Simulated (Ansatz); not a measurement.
BeO (wurtzite)

```yaml
crystal:
  lattice:
    - [2.69025, 0.00000, 0.00000]
    - [-1.34512, 2.32982, 0.00000]
    - [0.00000, 0.00000, 4.36941]
  atoms:
    - { symbol: Be, position: [0.66667, 0.33333, 0.00145] }
    - { symbol: Be, position: [0.33333, 0.66667, 0.50145] }
    - { symbol: O, position: [0.66667, 0.33333, 0.62375] }
    - { symbol: O, position: [0.33333, 0.66667, 0.12375] }
```

The slice is a (1 -1 0 0) plane (indices of the conventional cell) through the point (0.333, 0.667, 0.124) (fractional), spanned by u = [110] and v = [001] in vectors of this cell: u (2.69 Å) and v (4.37 Å, at 90° to u). It covers one period; positions are fractions (u, v).

These are r2SCAN (plane waves to 500 eV, PAW, scalar-relativistic; Ansatz, an electronic-structure program) values and carry that method's errors. k mesh 14×14×8. These are valence fields of a PAW run, semicore shells included where kept as valence: close to a nucleus they are smooth pseudo fields. BeO was relaxed with its symmetry unable to fall. The PAW data are Ansatz's earlier set.

Around which element is the density of the lowest conduction band (whole band as if filled, smooth part) largest on this plane?

O. Mean over a disc round each atom, of radius 0.45 times the shortest bond: O 0.132, Be 0.050 e/Å³.

Around which element is the density of the highest valence band (whole band, smooth part) largest on this plane?

O. Mean over a disc round each atom, of radius 0.45 times the shortest bond: O 0.245, Be 0.025 e/Å³.

What is the ELF at the midpoint of the shortest Be–O line in this plane (1.65 Å)?

0.9.

Sketch the density of the highest valence band (whole band, smooth part) on this plane as a map.


```
|+#*-.   .-*#|
|@%+:.   .:+%|
|+=:.     .:=|
|...       ..|
|            |
|            |
|            |
|     ...    |
|    .....   |
|    ..:..   |
|   ...:...  |
|    .....   |
|            |
|            |
|..         .|
|-:.       .:|
|*+-.     .-+|
|@%+:     :+%|
|+**-.   .-**|
| -*-.   .-*-|
```
Scale: ten equal steps from 0.001 (start of ' ') to 0.425 (end of '@'), in the order ' .:-=+*#%@'. Values: density of the highest valence band (whole band, smooth part) in e/Å³. The map has 12 points along u (one character each, u = 0 at the left) and 20 along v (v = 0 in the bottom row).
